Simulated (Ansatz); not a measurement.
**ZnS: a fit and a missing row**

ZnS, P6_3mc, a = 3.809 Å, c = 12.466 Å. The compound has several low-lying forms, and this is one of them. Ansatz: r2SCAN, PAW, 500 eV, Γ-centred 6×6×2 mesh on 8 atoms, Gaussian smearing 0.02 eV; no spin polarisation. Shape and atoms are relaxed at each volume; pressure is positive in compression.

| V (Å³/atom) | P (GPa) |
| --- | --- |
| 18.402 | 5.55 |
| 18.990 | 2.55 |
| 19.577 | 0.00 |
| 20.164 | ? |
| 20.752 | -4.03 |

**Question.** Take V0 = 19.577 Å³/atom, fit the third-order Birch–Murnaghan form to the other rows, and predict the missing pressure.

**Answer.** With the Eulerian strain f = ½[(V0/V)^(2/3) − 1] and y = P/[3f(1 + 2f)^(5/2)], the form is the line y = B0 + 1.5 B0 (B0′ − 4) f. Rows (f, y): 0.02106, 79.2; 0.01025, 78.8; -0.01906, 77.7. Means f = 0.004083, y = 78.567; Σ(Δf)² = 0.0008618, ΣΔfΔy = 0.03225; the slope is their ratio. y = 78.41 + 37.42 f GPa, so B0 = 78.4 GPa and B0′ = 4 + 2 × (37.42)/(3 × 78.41) = 4.32. At V = 20.164, f = -0.00975, y = 78.05 and P = -2.17 GPa. The run gave -2.18 GPa, so the fit is 0.01 GPa too high, a small miss on the scale of the series.